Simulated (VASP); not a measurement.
# Nb in VASP: further runs, part 3 of 3

VASP 6.6.1.

### Step 6. Work function, PBE

INCAR

```
SYSTEM = Nb
PREC = Accurate ; ENCUT = 520
EDIFF = 1E-6 ; ISMEAR = 1
SIGMA = 0.1 ; LREAL = .FALSE.
LASPH = .TRUE. ; NELM = 60
ALGO = Normal ; ISIF = 2
LWAVE = .FALSE. ; LCHARG = .TRUE.
GGA = PE ; LELF = .TRUE.
LVHAR = .TRUE. ; LVACPOTAV = .TRUE.
```

KPOINTS

```
regular mesh
0
G
  12 12 1
  0 0 0
```

POSCAR

```
Nb                                      
1.0
    2.8655568500      0.0000000000      0.0000000000
   -0.9551856200      2.7016728600      0.0000000000
    0.0000000000      0.0000000000     28.6800156200
  Nb            
     4
Selective dynamics
Direct
     0.0000000000000000    0.0000000000000000    0.3776302200000003   F   F   F
     0.5000000000000000    0.5000000000000000    0.4552438654604515   T   T   T
     0.0000000000000000    0.0000000000000000    0.5374623684156783   T   T   T
     0.5000000000000000    0.5000000000000000    0.6151120859071921   T   T   T
```

Potentials or basis: VASP PAW PBE potentials, release 64 (Nb_sv).

Started as:

```bash
$ cat potpaw_PBE.64/Nb_sv/POTCAR > POTCAR
$ mpirun -np 1 vasp_std > vasp.out
```

OUTCAR:

```text
SYSTEM = Nb
   PREC = Accurate
   ENCUT = 520
   EDIFF = 1E-6
   ISMEAR = 1
   LREAL = .FALSE.
   LASPH = .TRUE.
   NELM = 60
   ISIF = 2
   GGA = PE

 ion  position               nearest neighbor table
   1  0.000  0.000  0.378-   2 2.77   2 2.77
   2  0.500  0.500  0.455-   1 2.77   1 2.77   3 2.88   3 2.88
   3  0.000  0.000  0.537-   4 2.77   4 2.77   2 2.88   2 2.88
   4  0.500  0.500  0.615-   3 2.77   3 2.77

  LATTYP: Found a base centered orthorhombic cell.
 ALAT       =     3.3088599969
 B/A-ratio  =     1.4142135723
 C/A-ratio  =     8.6676425256

  Lattice vectors:

 A1 = (   2.8655568500,   0.0000000000,   0.0000000000)
 A2 = (  -0.9551856200,   2.7016728600,   0.0000000000)
 A3 = (   0.0000000000,   0.0000000000,  28.6800156200)

Analysis of symmetry for initial positions (statically):
=====================================================================
 Subroutine PRICEL returns:
 Original cell was already a primitive cell.

 Routine SETGRP: Setting up the symmetry group for a
 base centered orthorhombic supercell.

 Subroutine GETGRP returns: Found  4 space group operations
 (whereof  4 operations were pure point group operations)
 out of a pool of  8 trial point group operations.

The static configuration has the point symmetry C_2v.

Analysis of symmetry for dynamics (positions and initial velocities):
=====================================================================
 Subroutine PRICEL returns:
 Original cell was already a primitive cell.

 Routine SETGRP: Setting up the symmetry group for a
 base centered orthorhombic supercell.

 Subroutine GETGRP returns: Found  4 space group operations
 (whereof  4 operations were pure point group operations)
 out of a pool of  8 trial point group operations.

The dynamic configuration has the point symmetry C_2v.

Analysis of constrained symmetry for selective dynamics:
=====================================================================
 Subroutine PRICEL returns:
 Original cell was already a primitive cell.

 Routine SETGRP: Setting up the symmetry group for a
 base centered orthorhombic supercell.

 Subroutine GETGRP returns: Found  4 space group operations
 (whereof  4 operations were pure point group operations)
 out of a pool of  8 trial point group operations.

The constrained configuration has the point symmetry C_2v.

 Subroutine INISYM returns: Found  4 space group operations
 (whereof  4 operations are pure point group operations),
 and found     1 'primitive' translations

----------------------------------------------------------------------------------------

                                     Primitive cell

  volume of cell :     222.0349

  direct lattice vectors                    reciprocal lattice vectors
     2.865556850  0.000000000  0.000000000     0.348972312  0.123380347  0.000000000
    -0.955185620  2.701672860  0.000000000     0.000000000  0.370141039  0.000000000
     0.000000000  0.000000000 28.680015620     0.000000000  0.000000000  0.034867484

  length of vectors
     2.865556850  2.865556806 28.680015620     0.370141034  0.370141039  0.034867484

  position of ions in fractional coordinates (direct lattice)
     0.000000000  0.000000000  0.377630220
[... 39 lines left out ...]
  0.000000  0.000000  0.000000      1.000000
  0.083333  0.000000  0.000000      4.000000
  0.166667 -0.000000  0.000000      4.000000
  0.250000  0.000000  0.000000      4.000000
  0.333333 -0.000000  0.000000      4.000000
  0.416667  0.000000  0.000000      4.000000
[... 16 lines left out ...]
  0.500000  0.166667  0.000000      4.000000
 -0.416667  0.166667  0.000000      4.000000
 [... further k-points ...]
   k-points           NKPTS =     43   k-points in BZ     NKDIM =     43   number of bands    NBANDS=     31
   number of dos      NEDOS =    301   number of ions     NIONS =      4
   total plane-waves  NPLWV = 124416
   dimension x,y,z NGX =    24 NGY =   24 NGZ =  216
   dimension x,y,z NGXF=    48 NGYF=   48 NGZF=  432
   ions per type =               4
   NGX,Y,Z   is equivalent  to a cutoff of  13.92, 13.92, 12.52 a.u.
   NGXF,Y,Z  is equivalent  to a cutoff of  27.85, 27.85, 25.04 a.u.
 SYSTEM =  Nb
   PREC   = accura    normal or accurate (medium, high low for compatibility)
   ISTART =      0    job   : 0-new  1-cont  2-samecut
   ICHARG =      2    charge: 1-file 2-atom 10-const
   ISPIN  =      1    spin polarized calculation?
   LNONCOLLINEAR =      F non collinear calculations
   LSORBIT =      F    spin-orbit coupling
   LASPH  =      T    aspherical Exc in radial PAW
   ENCUT  =  520.0 eV  38.22 Ry    6.18 a.u.   5.33  5.33 53.33*2*pi/ulx,y,z
   NELM   =     60;   NELMIN=  2; NELMDL= -5     # of ELM steps
   EDIFF  = 0.1E-05   stopping-criterion for ELM
   LREAL  =      F    real-space projection
   EDIFFG = 0.1E-04   stopping-criterion for IOM
   NSW    =      0    number of steps for IOM
   IBRION =     -1    ionic relax: 0-MD 1-quasi-New 2-CG
   NFREE  =      0    steps in history (QN), initial steepest desc. (CG)
   ISIF   =      2    stress and relaxation
   ISYM   =      2    0-nonsym 1-usesym 2-fastsym
   POTIM  = 0.5000    time-step for ionic-motion
   TEBEG  =    0.0;   TEEND  =   0.0 temperature during run
   PSTRESS=    0.0 pullay stress
   NELECT =      52.0000    total number of electrons
   NUPDOWN=      -1.0000    fix difference up-down
   EMIN   =  10.00;   EMAX   =-10.00  energy-range for DOS
   EFERMI =   0.00;   METHOD = LEGACY
   ISMEAR =     1;   SIGMA  =   0.10  broadening in eV -4-tet -1-fermi 0-gaus
   EFERMI_NEDOS =   21; number of points for ismear=-14 and -15
   IALGO  =     38    algorithm
   IMIX   =      4    mixing-type and parameters
     AMIX     =   0.40;   BMIX     =  1.00
     AMIX_MAG =   1.60;   BMIX_MAG =  1.00
  volume/ion in A,a.u.               =      55.51       374.59
  Fermi-wavevector in a.u.,A,eV,Ry     =   1.009103  1.906928 13.854665  1.018289
  Thomas-Fermi vector in A             =   2.142011
   LORBIT       =      0    0 simple, 1 ext, 2 COOP (PROOUT), +10 PAW based schemes
   GGA     = PE    functional components
   LHFCALC =     F    Hartree Fock is set to
   AEXX    =    0.0000 exact exchange contribution
   IVDW    =     0    specifies the selected vdW correction
   LEPSILON=     F    determine dielectric tensor
   LRPA    =     F    only Hartree local field effects (RPA)
 non-spin polarized calculation
 Methfessel and Paxton  Order N= 1 SIGMA  =   0.10
  energy-cutoff  :      520.00
  volume of cell :      222.03
 maximum number of plane-waves:      6015
 NGX is ok and might be reduce to    24
   NGX = 11   NGY = 11   NGZ =107

 number of electron      52.0000000 magnetization

 Free energy of the ion-electron system (eV)
  ---------------------------------------------------
  ext. energy  EPLUGINS =         0.00000000
  ---------------------------------------------------
  free energy    TOTEN  =       -38.88229655 eV

  energy without entropy =      -38.88507559  energy(sigma->0) =      -38.88322290

 E-fermi :   0.7366     XC(G=0):  -4.7910

 val. band max:        0.7237025783   @ k =   0.1667  -0.0000   0.0000
 cond. band min:       0.7746154913   @ k =   0.0833   0.0833   0.0000
 fundamental gap:      0.0509129131
 Fermi energy:         0.7365653125

 k-point     1 :       0.0000    0.0000    0.0000
  band No.  band energies     occupation
      1     -53.8599      2.00000
      2     -53.8526      2.00000
      3     -53.5695      2.00000
      4     -53.4638      2.00000
      5     -30.3846      2.00000
      6     -30.1795      2.00000
[... 805 lines left out ...]
     30       2.6356     -0.00000
     31       3.1384      0.00000

 [... further k-points ...]

------------------------ aborting loop because EDIFF is reached ----------------------------------------

  FORCE on cell =-STRESS in cart. coord.  units (eV):
  Direction    XX          YY          ZZ          XY          YZ          ZX
  --------------------------------------------------------------------------------------
  -------------------------------------------------------------------------------------
  Total       -2.6999263     -2.2339784     -0.0566706      0.6589497      0.0000000      0.0000000
  in kB      -19.4823487    -16.1201239     -0.4089280      4.7549029      0.0000000      0.0000000
  external PRESSURE =     -12.0038002 kB  Pullay stress =       0.0000000 kB

 VOLUME and BASIS-vectors are now :
 -----------------------------------------------------------------------------
  energy-cutoff  :      520.00
  volume of cell :      222.03
      direct lattice vectors                 reciprocal lattice vectors
     2.865556850  0.000000000  0.000000000     0.348972312  0.123380347  0.000000000
    -0.955185620  2.701672860  0.000000000     0.000000000  0.370141039  0.000000000
     0.000000000  0.000000000 28.680015620     0.000000000  0.000000000  0.034867484

 POSITION                                       TOTAL-FORCE (eV/Angst)
 -----------------------------------------------------------------------------------
      0.00000      0.00000     10.83044         0.000000      0.000000     -0.002719
      0.95519      1.35084     13.05640        -0.000000      0.000000      0.002467
      0.00000      0.00000     15.41443         0.000000      0.000000      0.003506
      0.95519      1.35084     17.64142         0.000000      0.000000     -0.003254
 -----------------------------------------------------------------------------------
    total drift:                               -0.000000     -0.000000     -0.000049

  FREE ENERGIE OF THE ION-ELECTRON SYSTEM (eV)
  ---------------------------------------------------
  free  energy   TOTEN  =       -38.8822965502 eV

  energy  without entropy=      -38.8850755936  energy(sigma->0) =      -38.88322290
```

It took 6.1 min on 1 thread of Intel Xeon 6975P-C (Granite Rapids), shared host; peak memory 0.46 GiB.

What came out:

```yaml
Free_energy: -38.8823 eV
Largest_force: 0.004 eV/Å
Band_gap_on_the_k_mesh: none (metal or under the smearing width)
```

Forces on the atoms (eV/Å):
```
Nb   0.000  0.000 -0.003
Nb   0.000  0.000  0.002
Nb   0.000  0.000  0.004
Nb   0.000  0.000 -0.003
```

### Step 7. The runs side by side

```tsv
level	k mesh	dipole correction	mesh quality	gap on the mesh (eV)	largest force (eV/Å)	work function (eV)
PBE	12 × 12 × 1	yes	not flagged	none	-	4.49
PBE+D3(BJ)	12 × 12 × 1	yes	not flagged	none	0.18	4.49
PBE	18 × 18 × 1	yes	not flagged	none	0.06	4.51
PBE	4 × 4 × 1	yes	coarse	none	0.34	4.55
PBE	12 × 12 × 1	no	not flagged	none	-	-
```

Alike in all rows: task work function; potentials or basis VASP PAW PBE potentials, release 64 (Nb_sv); no spin polarisation; cell as given; cutoff (eV) 520; smearing methfessel-paxton 0.1 eV.

Caveats: some runs use coarse meshes.

Absolute energies hang on the potentials; compare differences alone.
